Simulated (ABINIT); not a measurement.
Here is an ABINIT 10.8.3 (patched build) calculation.

Contents of run.abi:

```
# Datasets: ground state, then fixed potential
ndtset 2

# Pseudopotentials
pp_dirpath "./"
pseudos "Al.upf"

# Structure
acell 2.8635066922 2.8635066922 2.8635066922 Angstrom
rprim
     0.0000000000     0.7071067812     0.7071067812
     0.7071067812     0.0000000000     0.7071067812
     0.7071067812     0.7071067812     0.0000000000
ntypat 1
znucl 13
natom 1
typat 1
xred
     0.0000000000     0.0000000000     0.0000000000

# Plane-wave basis
ecut 20.0

# Exchange and correlation
ixc -106131

# Bands and occupations
occopt 3
tsmear 0.05 eV

# SCF cycle
nstep 100

# Output
iomode 3
prtwf 0
prteig 0
prtebands 0
prtden1 1

# Dataset 1
kptopt1 1
ngkpt1 11 11 11
nshiftk1 1
shiftk1 0.0 0.0 0.0
nband1 6
tolvrs1 1.0e-10

# Dataset 2: bands along G-X-W-K-G-L-U-W-L-K
iscf2 -2
getden2 1
nband2 10
nbdbuf2 2
tolwfr2 1.0e-12
kptopt2 -9
ndivsm2 8
prteig2 1
prtvol2 -3
kptbounds2
     0.0000000000     0.0000000000     0.0000000000
     0.5000000000     0.0000000000     0.5000000000
     0.5000000000     0.2500000000     0.7500000000
     0.3750000000     0.3750000000     0.7500000000
     0.0000000000     0.0000000000     0.0000000000
     0.5000000000     0.5000000000     0.5000000000
     0.6250000000     0.2500000000     0.6250000000
     0.5000000000     0.2500000000     0.7500000000
     0.5000000000     0.5000000000     0.5000000000
     0.3750000000     0.3750000000     0.7500000000
```

Potentials or basis: PseudoDojo NC SR PBE v0.4.1 standard.

The run is started by

```console
$ abinit run.abi > log 2>&1
```

(1) Predict the band gap on the k mesh.

(2) What does it give for the pressure?

## Answers

(1) none (metal or under the smearing width).

(2) 4.3 GPa.

Caveat: the potentials were made for another functional, which shifts forces and pressure.
